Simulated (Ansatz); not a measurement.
Here is an Ansatz input file for PbS, space group Cmcm. Write the same calculation for the Python package.

```yaml
crystal:
  lattice:
    - [2.07995, -5.9913, 0.0]
    - [2.07995, 5.9913, 0.0]
    - [0.0, 0.0, 4.27932]
  atoms:
    - { symbol: Pb, position: [0.86944, 0.13056, 0.75] }
    - { symbol: Pb, position: [0.13056, 0.86944, 0.25] }
    - { symbol: S, position: [0.6452, 0.3548, 0.75] }
    - { symbol: S, position: [0.3548, 0.6452, 0.25] }
basis:
  ecutwfc: 530.6220317968
kpoints:
  mp_grid: { kspacing: 0.4 }
  band_path:
    path:
      - [0.0, 0.0, 0.0]
      - [0.0, 0.5, 0.0]
      - [0.0, 0.5, 0.5]
      - [0.0, 0.0, 0.5]
      - [-0.5, 0.5, 0.5]
    npoints: 4
hamiltonian:
  xc: r2scan
  pseudopotentials: { kind: paw }
scf:
  n_extra_bands: 10
  convergence: { dr2_threshold: 1.0e-08 }
  occupations: { method: fixed }
```

Launched from the shell:
```console
$ ansatz run input.yaml --threads 1 --pin off --max-ram 3072MiB --backend cpu --events-out ev --progress --plain --runs-dir out
scf.n_extra_bands = 10 over 20 filled bands (N_el = 40.0): the run solves 30 bands
Engine: ansatz 0.2.0, aarch64-unknown-linux-gnu
Pseudopotentials: kind: paw
Pseudopotential: Pb, paw, valence charge 14, recommended cutoff 500 eV (meta_gga), Pb.paw.azcp
Pseudopotential: S, paw, valence charge 6, recommended cutoff 500 eV (meta_gga), S.paw.azcp
Functional definition: r2SCAN
  parameter k0 = 0.174
  parameter k1 = 0.065
  parameter a1 = 4.9479
  exchange = r2scan_x(k0 = k0, k1 = k1, a1 = a1)
  correlation = r2scan_c
Crystal: 4 atoms, lattice volume = 106.654 Å³
Basis set: ecut = 530.6220317968 eV, 2949 PW (Γ), exchange–correlation on 192×192×144 points (64 copies of the dense FFT grid, shifted against one another)
Bands: 30, of which v1, the nominal top of the filled ones, is band 20 counted from 1 (19 counted from 0)
Symmetry: 8 space group operations
Space group: Cmcm (ITA 63), of the structure as read, at distance tolerance 4.7e-5 Å
k-points: 21 of 64
Non-local potential: Pb, projectors of the file, l = 0: 2, l = 1: 2, l = 2: 2, l = 3: 2
Non-local potential: S, projectors of the file, l = 0: 2, l = 1: 2, l = 2: 2
PAW form: soft (Blöchl's): semilocal exchange-correlation on the pseudo side does not see the compensation charge
PAW frozen core: Pb, regenerated for the run's functional (the file was generated under x = pbe(κ = 0.804, μ = 0.2195149727645171), c = pbe(β = 0.06672455060314922))
PAW frozen core: S, regenerated for the run's functional (the file was generated under x = pbe(κ = 0.804, μ = 0.2195149727645171), c = pbe(β = 0.06672455060314922))
PAW one-centre angular grid: Pb, 590 points (default); XC on 160 Gauss nodes
PAW one-centre angular grid: S, 302 points (default); XC on 160 Gauss nodes
Initial density: superposition of atomic densities (neutral atoms: chi_scale 0, normalization atom), corrected by the library's trained network
Initial wavefunctions: pseudopotential atomic-orbital guess
Functional: x = r2scan, c = r2scan; τ floored in thin density (d = 2e-4 eV/Å³)
SCF iter   1: F=—  HF=-25655.915687 eV  |F-HF|=—  |Δ(HF+E_count)|=         —  Δρ=6.25e-3  dr2=2.61e-2  dr2_τ=9.50e-3  ethr=1.77e-3  ⟨swp⟩=5.0  Hψ=2476  notcnv=0  defer=159
preconditioner: auto → Resta (q_TF=auto, 2.317 Å⁻¹)  ε∞=2.7  [insulator: Δε(μ)=1.548 eV  Ē_g=17.311 eV  n_scr=26 (ndim 8)  ℏωp=22.7 eV  f_vac=0.000  ε∞_Penn≈2.7]
SCF iter   2: F=—  HF=-25655.930020 eV  |F-HF|=—  |Δ(HF+E_count)|=   1.43e-2  Δρ=2.75e-3  dr2=5.98e-3  dr2_τ=2.30e-4  ethr=6.53e-5  ⟨swp⟩=2.0  Hψ=1261  notcnv=0  defer=168
SCF iter   3: F=—  HF=-25655.930062 eV  |F-HF|=—  |Δ(HF+E_count)|=   4.27e-5  Δρ=7.78e-4  dr2=4.35e-4  dr2_τ=3.38e-5  ethr=1.49e-5  ⟨swp⟩=3.0  Hψ=1028  notcnv=0  defer=168
SCF iter   4: F=—  HF=-25655.930160 eV  |F-HF|=—  |Δ(HF+E_count)|=   9.74e-5  Δρ=1.84e-4  dr2=3.95e-5  dr2_τ=4.75e-6  ethr=1.09e-6  ⟨swp⟩=2.9  Hψ=997  notcnv=0  defer=156
SCF iter   5: F=—  HF=-25655.930168 eV  |F-HF|=—  |Δ(HF+E_count)|=   8.59e-6  Δρ=4.33e-5  dr2=1.19e-6  dr2_τ=7.36e-8  ethr=9.87e-8  ⟨swp⟩=2.0  Hψ=734  notcnv=0  defer=126
SCF iter   6: F=—  HF=-25655.930203 eV  |F-HF|=—  |Δ(HF+E_count)|=   3.52e-5  Δρ=8.64e-6  dr2=1.32e-7  dr2_τ=1.21e-8  ethr=2.98e-9  ⟨swp⟩=2.0  Hψ=986  notcnv=0  defer=117
SCF iter   7: F=-25655.930203 eV  HF=-25655.930203 eV  |F-HF|=1.43e-9  |Δ(HF+E_count)|=   3.28e-9  Δρ=2.83e-6  dr2=6.82e-9  dr2_τ=3.13e-10  ethr=2.50e-11  ⟨swp⟩=11.4  Hψ=3983  notcnv=0
SCF 1 converged in 7 iterations: F = -25655.930203 eV  dr2 = 6.82e-9
  greatest PAW one-centre occupation: 0.981 electrons in one spin orbital (limit 2), on the Pb atom at site 1 (counted from 0), in its partial waves of l = 2
NSCF: frozen V_eff on 17 k-points
SCF converged after 7 iterations
Free energy (F): -25655.930203 eV
Harris-Foulkes:  -25655.930203 eV  (|F-HF|=1.43e-9)
Internal energy: -25655.930203 eV  (E = F + TS)
E sigma→0 (E₀):  -25655.930203 eV
Fermi energy:    7.198537 eV
--- Per-component energies (eV) ---
  E_band       = -147.490850
  E_kinetic    = 785.866712
  E_local      = -2526.975242  (includes V_loc(G=0)·N_el)
  E_nonlocal   = 758.530355
  E_hartree    = 987.504587
  E_xc         = -600.366115
  E_vxc        = -478.931150  (∫ρ·V_xc dr)
  E_paw        = -22082.941113  (= ΣΔE_a)
  E_vpaw       = -690.780269  (= ΣTr[D̂ρ^β])
  E_aug_tail   = 0.000024  (compensation charges beyond the density's cutoff)
  E_vtau       = 29.792164  (kinetic-family band-sum trace: ∫τ·v_τ [+ j·A + Jᵃ·Aᵃ] dr)
  E_ewald      = -2979.260883
  E_core_change = 1.711471  (= ΣΔE_core)
  E_smearing   = -0.000000  (= −TS)
  E_closure    = -0.000000  (closes the sum)
  Σ components = -25655.930203   (vs F -25655.930203, Δ=0.00e0)
--- Band table (eV; the first three rows and the last of 21) ---
  k-point 0: bands = ["-9.7120", "-9.6070", "-9.6007", "-9.5933", "-9.5592", "-9.5545", "-9.5461", "-9.5350", "-9.5205", "-9.4776", "-6.2191", "-4.3917", "0.3999", "1.3989", "3.0031", "4.2660", "4.8223", "5.5730", "5.7400", "6.7696", "12.3745", "12.4063", "12.5633", "13.3151", "13.4592", "13.5339", "13.8492", "14.7539", "15.1967", "17.2290"]
  k-point 1: bands = ["-9.6752", "-9.6081", "-9.5968", "-9.5740", "-9.5729", "-9.5718", "-9.5516", "-9.5202", "-9.5137", "-9.4995", "-5.8682", "-4.4494", "-0.3611", "0.5679", "3.3913", "5.0555", "5.2715", "5.9206", "6.4855", "6.5198", "11.0153", "11.0810", "11.2033", "12.1172", "12.6804", "12.8399", "14.3978", "16.0867", "16.5873", "17.6304"]
  k-point 2: bands = ["-9.6261", "-9.6261", "-9.5895", "-9.5895", "-9.5628", "-9.5628", "-9.5405", "-9.5405", "-9.5121", "-9.5121", "-5.0222", "-5.0222", "-0.5346", "-0.5346", "4.4967", "4.4967", "6.1056", "6.1056", "7.1985", "7.1985", "9.4674", "9.4674", "10.3974", "10.3974", "12.7046", "12.7046", "17.5567", "17.5567", "17.8479", "17.8479"]
  k-point 20: bands = ["-9.6366", "-9.6366", "-9.5774", "-9.5774", "-9.5650", "-9.5650", "-9.5239", "-9.5239", "-9.5213", "-9.5213", "-4.9678", "-4.9678", "-0.9504", "-0.9504", "5.9922", "5.9922", "6.0112", "6.0112", "6.8909", "6.8909", "9.3398", "9.3398", "10.8167", "10.8167", "11.1105", "11.1105", "16.4243", "16.4243", "16.9761", "16.9761"]
```

`bands_pbs.py`:
```python
import ansatz as az
import numpy as np

vectors = np.array([
    [2.07995, -5.9913, 0.0],
    [2.07995, 5.9913, 0.0],
    [0.0, 0.0, 4.27932],
])
structure = (
    az.Lattice.of(vectors)
    .atom("Pb", (0.86944, 0.13056, 0.75))
    .atom("Pb", (0.13056, 0.86944, 0.25))
    .atom("S", (0.6452, 0.3548, 0.75))
    .atom("S", (0.3548, 0.6452, 0.25))
)

path = [
    ("G", (0.0, 0.0, 0.0)),
    ("S", (0.0, 0.5, 0.0)),
    ("R", (0.0, 0.5, 0.5)),
    ("Z", (0.0, 0.0, 0.5)),
    ("T", (-0.5, 0.5, 0.5)),
]
calculation = (
    structure.calculation()
    .occupations("fixed")
    .functional("r2SCAN")
    .scf(tolerance=1e-08)
    .kpoints(spacing=0.4)
    .pseudopotentials("paw")
    .basis(39 * az.Ry)
    .band_structure([point for _, point in path], intervals=4)
    .scf(extra_bands=10)
)
res = calculation.run(threads=1, pin="off")
r = res.report

energy = r["free_energy_ev"]
print("PbS: {:.6f} eV = {:.6f} Ry = {:.6f} Ha".format(energy, energy / 13.605693, energy / 27.211386))
print("Fermi level {:.4f} eV, {} k-points, {} symmetry operations".format(r["fermi_energy_ev"], r["n_kpoints"], r["n_symmetry_ops"]))

problems = list(r["published_state_doubts"])
if not r["converged"] or r.get("closed_by") != "deck_thresholds":
    problems.append("loop closed by " + str(r.get("closed_by")))
print("accepted" if not problems else f"check before use: {problems}")

bands = res.band_structure()
fermi = bands.fermi_energy_ev
print(f"zero of the bands: {fermi:.3f} eV, the Fermi level found on the SCF mesh")
levels = bands.channels[0].eigenvalues_ev - fermi
filled = round(r["n_electrons"]) // 2
valence, conduction = levels[:, filled - 1], levels[:, filled]
print("k (fractions)              top valence  bottom conduction (eV)")
for k, lo, hi in zip(bands.kpoints_frac, valence, conduction):
    print(f"{k[0]:7.3f} {k[1]:7.3f} {k[2]:7.3f} {lo:12.3f} {hi:13.3f}")
print(f"on this path: least direct gap {np.min(conduction - valence):.3f} eV, least gap {conduction.min() - valence.max():.3f} eV")
```

```console
$ python bands_pbs.py
PbS: -25655.930203 eV = -1885.676107 Ry = -942.838053 Ha
Fermi level 7.1985 eV, 21 k-points, 8 symmetry operations
accepted
zero of the bands: 7.199 eV, the Fermi level found on the SCF mesh
k (fractions)              top valence  bottom conduction (eV)
  0.000   0.000   0.000       -0.429         5.176
  0.000   0.125   0.000       -0.451         4.022
  0.000   0.250   0.000       -0.419         2.822
 -0.000   0.375   0.000       -0.063         2.141
  0.000   0.500   0.000       -0.238         2.233
  0.000   0.500   0.125       -0.459         2.594
  0.000   0.500   0.250       -1.135         3.126
  0.000   0.500   0.375       -1.368         3.409
  0.000   0.500   0.500       -1.416         3.873
 -0.000   0.375   0.500       -1.552         4.078
  0.000   0.250   0.500       -1.567         4.087
  0.000   0.125   0.500       -0.620         2.892
  0.000   0.000   0.500        0.000         2.269
 -0.125   0.125   0.500       -0.037         2.319
 -0.250   0.250   0.500       -0.128         2.383
 -0.375   0.375   0.500       -0.237         2.278
 -0.500   0.500   0.500       -0.308         2.141
on this path: least direct gap 2.203 eV, least gap 2.141 eV
```

Absolute energies stand on the zero of these potentials, so only differences at equal settings mean something. A total without «per atom» is that of the cell as typed. Spin-orbit coupling, left out here, can change this gap by several tenths of an eV, and inverted bands can meet off the mesh. The Fermi level of a run with fixed occupations marks the highest occupied state on its mesh, not mid-gap. Only differences from the Fermi energy are physical; the zero of the scale is a convention. The structure comes from a database of computed cells and needn't be a stable or known phase. Gaps and levels are Kohn-Sham values on a finite set of k-points, without spin-orbit coupling. Finished in 14 s on 1 thread of Arm Neoverse V1, with other jobs on the host, peak memory 0.71 GiB.

(Lines on the test bed's own set-up are left out of the output.)
